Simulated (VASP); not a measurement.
**CdTe in VASP 6.6.1, single-point calculation**

INCAR

```
NSW = 0
PREC = Accurate
SIGMA = 0.02
LASPH = .TRUE.
LWAVE = .FALSE.
LCHARG = .FALSE.
GGA = PE
IBRION = -1
NELM = 120
ISMEAR = -1
LREAL = .FALSE.
ENCUT = 800
ISIF = 2
EDIFF = 0.001
NBANDS = 16
```

KPOINTS

```
KPOINTS created by Atomic Simulation Environment
0
Monkhorst-Pack
6 6 6
0 0 0
```

POSCAR

```
Cd Te
 1.0000000000000000
     0.0000000000000000    3.3455542184999998    3.3455542184999998
     3.3455542184999998    0.0000000000000000    3.3455542184999998
     3.3455542184999998    3.3455542184999998    0.0000000000000000
 Cd  Te
   1   1
Cartesian
  0.0000000000000000  0.0000000000000000  0.0000000000000000
  1.6727771092499999  1.6727771092499999  1.6727771092499999
```

The recommended PBE PAW datasets give the neutral cell 18 valence electrons.

Command

```
mpirun -np 1 vasp_std
```

Problem. Predict the outcome of this run.

Solution. It converged. Results: gap between bands v and c on the k mesh 1.13 eV; least direct gap on the k mesh 1.13 eV; pressure -1.6 GPa. Band v is the last that the valence electrons fill when counted band by band, and c is the next.

OSZICAR

```
N       E                     dE             d eps       ncg     rms          rms(c)
DAV:   1     0.124715202771E+03    0.12472E+03   -0.10221E+04   896   0.135E+03
DAV:   2    -0.399098721707E-01   -0.12476E+03   -0.11737E+03  1056   0.269E+02
DAV:   3    -0.499675521455E+01   -0.49568E+01   -0.49439E+01  1128   0.543E+01
DAV:   4    -0.504457094144E+01   -0.47816E-01   -0.47811E-01  1248   0.477E+00
DAV:   5    -0.504484083816E+01   -0.26990E-03   -0.26990E-03  1184   0.299E-01    0.460E+00
DAV:   6    -0.481920537148E+01    0.22564E+00   -0.38573E-01  1064   0.685E+00    0.391E+00
DAV:   7    -0.480465553768E+01    0.14550E-01   -0.98225E-02  1072   0.198E+00    0.157E+00
DAV:   8    -0.480565368420E+01   -0.99815E-03   -0.92753E-03  1000   0.107E+00
   1 F= -.48056537E+01 E0= -.48056537E+01  d E =-.553120E-11
```

These settings aren't sound, so the numbers aren't properties of the crystal. The shifted mesh misses Γ, so a band edge there is missed.

On sound settings PBE gives a gap of 0.48 eV on its mesh and a pressure of -1.0 GPa for the intended cell.
